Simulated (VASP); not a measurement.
# Al2O3 (Corundum) (R-3c) in VASP: notebook

The runs below take Al2O3 (Corundum) through relaxation of cell and atoms, with PBE+D3(BJ), LDA.

Everything below comes from runs of VASP 6.6.1. Logs are shortened: lines on timing, memory, paths and dates and some standing lists are left out, and cuts for length are marked.

### 1 The structure

It takes space group R-3c (No. 167, trigonal). Conventional cell: a = 4.777 Å, b = 4.777 Å, c = 13.029 Å, α = 90.00°, β = 90.00°, γ = 120.00°. Around Al (site symmetry 3) lie 6 O at 1.86 to 1.98 Å. Around O (site symmetry 2) lie 4 Al at 1.86 to 1.98 Å.

### 2 Relaxation of cell and atoms, PBE+D3(BJ)

File INCAR:

```
SYSTEM = Al2O3
ALGO = Normal ; EDIFF = 1E-7
EDIFFG = -0.005 ; ENCUT = 600
GGA = PE ; IBRION = 2
ISIF = 3 ; ISMEAR = 0
IVDW = 12 ; KPAR = 2
LASPH = .True. ; LCHARG = .False.
LREAL = .False. ; LWAVE = .False.
NELM = 80 ; NSW = 90
PREC = Accurate ; SIGMA = 0.03
```

File KPOINTS:

```
k-points
0
Gamma
  9 9 7
  0 0 0
```

File POSCAR:

```
Al2O3                                   
1.0
    2.3885421527      1.3790254548      4.3428943835
   -2.3885421527      1.3790254548      4.3428943835
    0.0000000000     -2.7580509097      4.3428943835
  Al              O             
     4     6
Direct
     0.3520943357993425    0.3520943357993425    0.3520943357993425
     0.1479056642006575    0.1479056642006575    0.1479056642006575
     0.6479056642006574    0.6479056642006574    0.6479056642006574
     0.8520943357993426    0.8520943357993426    0.8520943357993426
     0.5563940646377999    0.9436059353622001    0.2500000000000000
     0.2500000000000000    0.5563940646377999    0.9436059353622001
     0.9436059353622001    0.2500000000000000    0.5563940646377999
     0.4436059353622000    0.0563940646378000    0.7500000000000000
     0.7500000000000000    0.4436059353622000    0.0563940646378000
     0.0563940646378000    0.7500000000000000    0.4436059353622000
```

Potentials or basis: VASP PAW PBE potentials, release 64 (Al, O).

Run with:

```
$ cat potpaw_PBE.64/Al/POTCAR potpaw_PBE.64/O/POTCAR > POTCAR
$ mpirun -np 2 vasp_std > vasp.out
```

OUTCAR:

```text
SYSTEM = Al2O3
   EDIFF = 1E-7
   EDIFFG = -0.005
   ENCUT = 600
   GGA = PE
   IBRION = 2
   ISIF = 3
   ISMEAR = 0
   IVDW = 12
   LASPH = .True.
   LREAL = .False.
   NELM = 80
   NSW = 90
   PREC = Accurate
 IVDW          = 12

 ion  position               nearest neighbor table
   1  0.352  0.352  0.352-   9 1.86  10 1.86   8 1.86   7 1.98   5 1.98   6 1.98   2 2.66   3 2.80
                             3 2.80   3 2.80   2 3.23   2 3.23   2 3.23
   2  0.148  0.148  0.148-  10 1.86   9 1.86   8 1.86   6 1.98   5 1.98   7 1.98   1 2.66   4 2.80
                             4 2.80   4 2.80   1 3.23   1 3.23   1 3.23
   3  0.648  0.648  0.648-   6 1.86   7 1.86   5 1.86  10 1.98   8 1.98   9 1.98   4 2.66   1 2.80
                             1 2.80   1 2.80   4 3.23   4 3.23   4 3.23
   4  0.852  0.852  0.852-   7 1.86   6 1.86   5 1.86   9 1.98   8 1.98  10 1.98   3 2.66   2 2.80
                             2 2.80   2 2.80   3 3.23   3 3.23   3 3.23
   5  0.556  0.944  0.250-   3 1.86   4 1.86   1 1.98   2 1.98
   6  0.250  0.556  0.944-   3 1.86   4 1.86   2 1.98   1 1.98
   7  0.944  0.250  0.556-   4 1.86   3 1.86   1 1.98   2 1.98
   8  0.444  0.056  0.750-   1 1.86   2 1.86   3 1.98   4 1.98
   9  0.750  0.444  0.056-   1 1.86   2 1.86   4 1.98   3 1.98
  10  0.056  0.750  0.444-   2 1.86   1 1.86   3 1.98   4 1.98

  LATTYP: Found a trigonal (rhomboedric) cell.
 ALAT       =     5.1446648527
 COS(alpha) =     0.5688964098

  Lattice vectors:

 A1 = (   2.3885421527,   1.3790254548,   4.3428943835)
 A2 = (  -2.3885421527,   1.3790254548,   4.3428943835)
 A3 = (   0.0000000000,  -2.7580509097,   4.3428943835)

Analysis of symmetry for initial positions (statically):
=====================================================================
 Subroutine PRICEL returns:
 Original cell was already a primitive cell.

 Routine SETGRP: Setting up the symmetry group for a
 trigonal (rhombohedral) supercell.

 Subroutine GETGRP returns: Found 12 space group operations
 (whereof  6 operations were pure point group operations)
 out of a pool of 12 trial point group operations.

The static configuration has the point symmetry S_6 .
 The point group associated with its full space group is D_3d.

Analysis of symmetry for dynamics (positions and initial velocities):
=====================================================================
 Subroutine PRICEL returns:
 Original cell was already a primitive cell.

 Routine SETGRP: Setting up the symmetry group for a
 trigonal (rhombohedral) supercell.

 Subroutine GETGRP returns: Found 12 space group operations
 (whereof  6 operations were pure point group operations)
 out of a pool of 12 trial point group operations.

The dynamic configuration has the point symmetry S_6 .
 The point group associated with its full space group is D_3d.

 Subroutine INISYM returns: Found 12 space group operations
 (whereof  6 operations are pure point group operations),
 and found     1 'primitive' translations

----------------------------------------------------------------------------------------

                                     Primitive cell

  volume of cell :      85.8293

  direct lattice vectors                    reciprocal lattice vectors
     2.388542153  1.379025455  4.342894384     0.209332709  0.120858296  0.076753728
    -2.388542153  1.379025455  4.342894384    -0.209332709  0.120858296  0.076753728
     0.000000000 -2.758050910  4.342894384     0.000000000 -0.241716592  0.076753728

  length of vectors
     5.144664853  5.144664853  5.144664853     0.253610027  0.253610027  0.253610027

  position of ions in fractional coordinates (direct lattice)
     0.352094336  0.352094336  0.352094336
     0.147905664  0.147905664  0.147905664
     0.647905664  0.647905664  0.647905664
     0.852094336  0.852094336  0.852094336
     0.556394065  0.943605935  0.250000000
     0.250000000  0.556394065  0.943605935
     0.943605935  0.250000000  0.556394065
     0.443605935  0.056394065  0.750000000
     0.750000000  0.443605935  0.056394065
     0.056394065  0.750000000  0.443605935

  ion indices of the primitive-cell ions
   primitive index   ion index
                 1           1
                 2           2
                 3           3
                 4           4
                 5           5
[... 41 lines left out ...]
|                                                                             |
|     Results are often still useful ...                                      |
|                                                                             |
 -----------------------------------------------------------------------------

 WARNING: IBZKPT: internal override: KBLOWUP is changed to .FALSE.
      ... skipping the blow-up phase ...

 Subroutine IBZKPT returns following result:
 ===========================================

 Found    160 irreducible k-points:

 Following reciprocal coordinates:
            Coordinates               Weight
  0.000000  0.000000  0.000000      1.000000
  0.111111  0.000000  0.000000      4.000000
  0.222222  0.000000  0.000000      4.000000
  0.333333 -0.000000 -0.000000      4.000000
  0.444444  0.000000  0.000000      4.000000
  0.111111  0.111111  0.000000      2.000000
[... 16 lines left out ...]
 -0.333333  0.333333  0.000000      2.000000
  0.444444  0.444444  0.000000      2.000000
 [... further k-points ...]
   k-points           NKPTS =    160   k-points in BZ     NKDIM =    160   number of bands    NBANDS=     30
   number of dos      NEDOS =    301   number of ions     NIONS =     10
   total plane-waves  NPLWV =  74088
   dimension x,y,z NGX =    42 NGY =   42 NGZ =   42
   dimension x,y,z NGXF=    84 NGYF=   84 NGZF=   84
   ions per type =               4   6
   NGX,Y,Z   is equivalent  to a cutoff of  13.57, 13.57, 13.57 a.u.
   NGXF,Y,Z  is equivalent  to a cutoff of  27.14, 27.14, 27.14 a.u.
 SYSTEM =  Al2O3
   PREC   = accura    normal or accurate (medium, high low for compatibility)
   ISTART =      0    job   : 0-new  1-cont  2-samecut
   ICHARG =      2    charge: 1-file 2-atom 10-const
   ISPIN  =      1    spin polarized calculation?
   LNONCOLLINEAR =      F non collinear calculations
   LSORBIT =      F    spin-orbit coupling
   LASPH  =      T    aspherical Exc in radial PAW
   ENCUT  =  600.0 eV  44.10 Ry    6.64 a.u.  10.28 10.28 10.28*2*pi/ulx,y,z
   NELM   =     80;   NELMIN=  2; NELMDL= -5     # of ELM steps
   EDIFF  = 0.1E-06   stopping-criterion for ELM
   LREAL  =      F    real-space projection
   EDIFFG = -.5E-02   stopping-criterion for IOM
   NSW    =     90    number of steps for IOM
   IBRION =      2    ionic relax: 0-MD 1-quasi-New 2-CG
   NFREE  =      1    steps in history (QN), initial steepest desc. (CG)
   ISIF   =      3    stress and relaxation
   ISYM   =      2    0-nonsym 1-usesym 2-fastsym
   POTIM  = 0.5000    time-step for ionic-motion
   TEBEG  =    0.0;   TEEND  =   0.0 temperature during run
   PSTRESS=    0.0 pullay stress
   NELECT =      48.0000    total number of electrons
   NUPDOWN=      -1.0000    fix difference up-down
   EMIN   =  10.00;   EMAX   =-10.00  energy-range for DOS
   EFERMI =   0.00;   METHOD = LEGACY
   ISMEAR =     0;   SIGMA  =   0.03  broadening in eV -4-tet -1-fermi 0-gaus
   EFERMI_NEDOS =   21; number of points for ismear=-14 and -15
   IALGO  =     38    algorithm
   IMIX   =      4    mixing-type and parameters
     AMIX     =   0.40;   BMIX     =  1.00
     AMIX_MAG =   1.60;   BMIX_MAG =  1.00
  volume/ion in A,a.u.               =       8.58        57.92
  Fermi-wavevector in a.u.,A,eV,Ry     =   1.348787  2.548838 24.752074  1.819226
  Thomas-Fermi vector in A             =   2.476427
   LORBIT       =      0    0 simple, 1 ext, 2 COOP (PROOUT), +10 PAW based schemes
   GGA     = PE    functional components
   LHFCALC =     F    Hartree Fock is set to
   AEXX    =    0.0000 exact exchange contribution
   IVDW    =    12    specifies the selected vdW correction
   LEPSILON=     F    determine dielectric tensor
   LRPA    =     F    only Hartree local field effects (RPA)
 conjugate gradient relaxation of ions
 non-spin polarized calculation
 Gauss-broadening in eV      SIGMA  =   0.03
  energy-cutoff  :      600.00
  volume of cell :       85.83
 maximum number of plane-waves:      2891
 NGX is ok and might be reduce to    42
   NGX = 21   NGY = 21   NGZ = 21

 number of electron      48.0000002 magnetization

 Free energy of the ion-electron system (eV)
  ---------------------------------------------------
  ext. energy  EPLUGINS =         0.00000000
  ---------------------------------------------------
  free energy    TOTEN  =       -74.80488665 eV

  energy without entropy =      -74.80488665  energy(sigma->0) =      -74.80488665

 E-fermi :   6.1499     XC(G=0): -11.6381

 val. band max:        6.0323074164   @ k =   0.0000   0.0000   0.0000
 cond. band min:      12.1285062608   @ k =   0.0000   0.0000   0.0000
 fundamental gap:      6.0961988444
 Fermi energy:         6.1499363266

 k-point     1 :       0.0000    0.0000    0.0000
  band No.  band energies     occupation
      1     -13.1409      2.00000
      2     -10.8403      2.00000
      3     -10.5705      2.00000
      4     -10.5705      2.00000
      5     -10.2568      2.00000
      6     -10.2568      2.00000
[... 781 lines left out ...]
     29      17.1038      0.00000
     30      17.1533      0.00000

 [... further k-points ...]

------------------------ aborting loop because EDIFF is reached ----------------------------------------

 Edisp (eV)   -2.34445

 E8    (eV) :    -0.8853

  FORCE on cell =-STRESS in cart. coord.  units (eV):
  Direction    XX          YY          ZZ          XY          YZ          ZX
  --------------------------------------------------------------------------------------
  -------------------------------------------------------------------------------------
  Total      -0.02949    -0.02949    -0.03239     0.00000     0.00000     0.00000
  in kB      -0.55045    -0.55045    -0.60467     0.00000     0.00000     0.00000
  external pressure =       -0.57 kB  Pullay stress =        0.00 kB

 VOLUME and BASIS-vectors are now :
 -----------------------------------------------------------------------------
  energy-cutoff  :      600.00
  volume of cell :       85.83
      direct lattice vectors                 reciprocal lattice vectors
     2.388542153  1.379025455  4.342894384     0.209332709  0.120858296  0.076753728
    -2.388542153  1.379025455  4.342894384    -0.209332709  0.120858296  0.076753728
     0.000000000 -2.758050910  4.342894384     0.000000000 -0.241716592  0.076753728

 POSITION                                       TOTAL-FORCE (eV/Angst)
 -----------------------------------------------------------------------------------
      0.00000     -0.00000      4.58733         0.000000     -0.000000      0.003906
      0.00000     -0.00000      1.92702         0.000000      0.000000     -0.003906
      0.00000     -0.00000      8.44136         0.000000      0.000000     -0.003906
      0.00000     -0.00000     11.10167         0.000000     -0.000000      0.003906
     -0.92487      1.37903      7.60007         0.000599      0.000000     -0.000000
     -0.73184     -1.49048      7.60007        -0.000300      0.000519     -0.000000
      1.65671      0.11145      7.60007        -0.000300     -0.000519     -0.000000
      0.92487     -1.37903      5.42862        -0.000599      0.000000     -0.000000
      0.73184      1.49048      5.42862         0.000300     -0.000519     -0.000000
     -1.65671     -0.11145      5.42862         0.000300      0.000519     -0.000000
 -----------------------------------------------------------------------------------
    total drift:                                0.000000      0.000000      0.000000

  FREE ENERGIE OF THE ION-ELECTRON SYSTEM (eV)
  ---------------------------------------------------
  free  energy   TOTEN  =       -77.1493404663 eV

  energy  without entropy=      -77.1493404663  energy(sigma->0) =      -77.14934047

 reached required accuracy - stopping structural energy minimisation
```

Wall time 6 min (2 MPI ranks of Intel Xeon Platinum 8259CL at 2.50GHz (Skylake/Cascade Lake), shared host); peak memory 0.49 GiB.

What came out:

- Free energy: -77.1493 eV
- Pressure after relaxing: -0.1 GPa
- Largest force after relaxing: 0.004 eV/Å
- Band gap on the k mesh: 6.10 eV, direct
- Dispersion energy per atom: -0.234 eV

Forces on the atoms (eV/Å):
```
Al   0.000  0.000  0.004
Al   0.000  0.000 -0.004
Al   0.000  0.000 -0.004
Al   0.000  0.000  0.004
O    0.001  0.000  0.000
O    0.000  0.001  0.000
O    0.000 -0.001  0.000
O   -0.001  0.000  0.000
O    0.000 -0.001  0.000
O    0.000  0.001  0.000
```

Final structure:
```
Al O
1.0
     2.38854    1.37903    4.34289
    -2.38854    1.37903    4.34289
     0.00000   -2.75805    4.34289
Al O
4 6
Direct
  0.35209 0.35209 0.35209
  0.14791 0.14791 0.14791
  0.64791 0.64791 0.64791
  0.85209 0.85209 0.85209
  0.55639 0.94361 0.25000
  0.25000 0.55639 0.94361
  0.94361 0.25000 0.55639
  0.44361 0.05639 0.75000
  0.75000 0.44361 0.05639
  0.05639 0.75000 0.44361
```

Levels at points of the mesh, in eV from the valence-band top:
| k point | band 20 | band 21 | band 22 | band 23 | band 24 | band 25 | band 26 | band 27 | band 28 | band 29 |
| --- | --- | --- | --- | --- | --- | --- | --- | --- | --- | --- |
| (0.00, 0.00, 0.00) | -0.49 | -0.49 | -0.05 | -0.05 | 0.00 | 6.10 | 9.05 | 10.62 | 11.45 | 11.45 |

Caveat: the relaxation stopped at its first step, so nothing moved; an odd mesh through Γ misses points on the zone boundary, where band edges often lie. PBE gaps usually lie below the measured ones, often by a third to a half.

### 3 Relaxation of cell and atoms, LDA

This run uses another cell than the first one, of 8.50 Å³/atom, 0.991 times its volume.

File INCAR:

```
SYSTEM = Al2O3
PREC = Accurate
ENCUT = 600
EDIFF = 1E-6
ISMEAR = 0
SIGMA = 0.03
LREAL = .FALSE.
LASPH = .TRUE.
NELM = 80
ALGO = Normal
ISIF = 3
LWAVE = .FALSE.
LCHARG = .FALSE.
GGA = CA
IBRION = 2
NSW = 90
EDIFFG = -0.01
KPAR = 2
```

File KPOINTS:

```
Automatic mesh
0
G
  9 9 7
  0 0 0
```

File POSCAR:

```
Al2O3
1.0
    2.3802500000      1.3742379782      4.3318666667
   -2.3802500000      1.3742379782      4.3318666667
    0.0000000000     -2.7484759565      4.3318666667
Al O
4 6
Direct
    0.3521600000      0.3521600000      0.3521600000
    0.1478400000      0.1478400000      0.1478400000
    0.6478400000      0.6478400000      0.6478400000
    0.8521600000      0.8521600000      0.8521600000
    0.5566800000      0.9433200000      0.2500000000
    0.2500000000      0.5566800000      0.9433200000
    0.9433200000      0.2500000000      0.5566800000
    0.4433200000      0.0566800000      0.7500000000
    0.7500000000      0.4433200000      0.0566800000
    0.0566800000      0.7500000000      0.4433200000
```

Potentials or basis: VASP PAW LDA potentials, release 64 (Al, O).

Run with:

```
$ cat potpaw_LDA.64/Al/POTCAR potpaw_LDA.64/O/POTCAR > POTCAR
$ mpirun -np 2 vasp_std > vasp.out
```

Wall time 7.2 min (2 MPI ranks of Intel Xeon 6975P-C (Granite Rapids), shared host); peak memory 0.47 GiB.

It converged, with:

| Property | Result |
| --- | --- |
| Free energy | -83.1332 eV |
| Relaxed volume | 8.33 Å³/atom |
| Relaxed cell | a = 5.093 Å, b = 5.093 Å, c = 5.093 Å, α = 55.36°, β = 55.36°, γ = 55.36° |
| Space group after relaxing (to 0.05 Å) | R-3c (No. 167) |
| Energy gained by relaxing | 2.8 meV/atom |
| Ionic steps | 6 |
| Pressure after relaxing | 0.1 GPa |
| Largest force after relaxing | 0.006 eV/Å |
| Band gap on the k mesh | 6.43 eV, direct |

Forces on the atoms (eV/Å):
```
Al   0.000  0.000  0.006
Al   0.000  0.000 -0.006
Al   0.000  0.000 -0.006
Al   0.000  0.000  0.006
O   -0.001  0.000  0.000
O    0.000  0.000  0.000
O    0.000  0.000  0.000
O    0.001  0.000  0.000
O    0.000  0.000  0.000
O    0.000  0.000  0.000
```

Step by step:
```tsv
step	energy change (eV)	largest force (eV/Å)	pressure (GPa)	volume (Å³)
1	0.0000	0.1259	-4.93	85.02
2	-0.0035	0.0671	5.05	81.84
3	-0.0274	0.0312	0.05	83.36
4	-0.0274	0.0291	0.16	83.32
5	-0.0276	0.0129	0.07	83.35
6	-0.0276	0.0064	0.09	83.35
```

Final structure:
```
CELL_PARAMETERS angstrom
2.36587 1.36594 4.29842
-2.36587 1.36594 4.29842
0.00000 -2.73187 4.29842
ATOMIC_POSITIONS crystal
Al 0.35196 0.35196 0.35196
Al 0.14804 0.14804 0.14804
Al 0.64804 0.64804 0.64804
Al 0.85196 0.85196 0.85196
O 0.55576 0.94424 0.25000
O 0.25000 0.55576 0.94424
O 0.94424 0.25000 0.55576
O 0.44424 0.05576 0.75000
O 0.75000 0.44424 0.05576
O 0.05576 0.75000 0.44424
```

Levels at points of the mesh, in eV from the valence-band top:
| k point | band 20 | band 21 | band 22 | band 23 | band 24 | band 25 | band 26 | band 27 | band 28 | band 29 |
| --- | --- | --- | --- | --- | --- | --- | --- | --- | --- | --- |
| (0.00, 0.00, 0.00) | -0.52 | -0.52 | -0.04 | -0.04 | 0.00 | 6.43 | 9.08 | 10.78 | 11.54 | 11.54 |

Caveat: an odd mesh through Γ misses points on the zone boundary, where band edges often lie. LDA usually gives volumes a few per cent too small.
